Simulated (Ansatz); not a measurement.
Runs of Ansatz 0.2.0 on Rh. Symmetry: Fm-3m, No. 225, cubic system. The conventional cell has a = 3.796 Å, b = 3.796 Å, c = 3.796 Å, α = 90.00°, β = 90.00°, γ = 90.00°. Rh (site symmetry m-3m) has 12 Rh at 2.68 Å as nearest neighbours. 

| task | level | cell | k mesh | cutoff (eV) | smearing | phonon path | pressure (GPa) | relaxed volume (Å³/atom) |
| --- | --- | --- | --- | --- | --- | --- | --- | --- |
| band structure | PBEsol | as given | 12 × 12 × 12 | 278 | fermi-dirac 0.05 eV | - | -3.7 | - |
| relaxation of cell and atoms | RPBE+D3(BJ) | relaxed | 12 × 12 × 12 | - | fermi-dirac 0.05 eV | - | 0.0 | 12.40 |
| single point | BLYP | cell strained at random at fixed volume | 12 × 12 × 12 | 288 | methfessel-paxton 0.1 eV | - | (b) | - |
| relaxation of cell and atoms | PBEsol | relaxed | 12 × 12 × 12 | - | fermi-dirac 0.05 eV | - | 0.0 | (a) |
| relaxation of cell and atoms | BLYP | relaxed | 12 × 12 × 12 | - | fermi-dirac 0.05 eV | - | 0.0 | 14.81 |

Alike in all rows: potentials or basis all-electron LAPW, scalar-relativistic; no spin polarisation; basis error allowed 0.001 eV/atom.

Problem. Fill in the values left out.

Solution. (a) 13.49; (b) 21.7.

Caveats: so large a pressure means that the cell lies far from this level's equilibrium, or that cutoff or potentials fall short (some runs).

Runs at the PBE level aren't shown here.
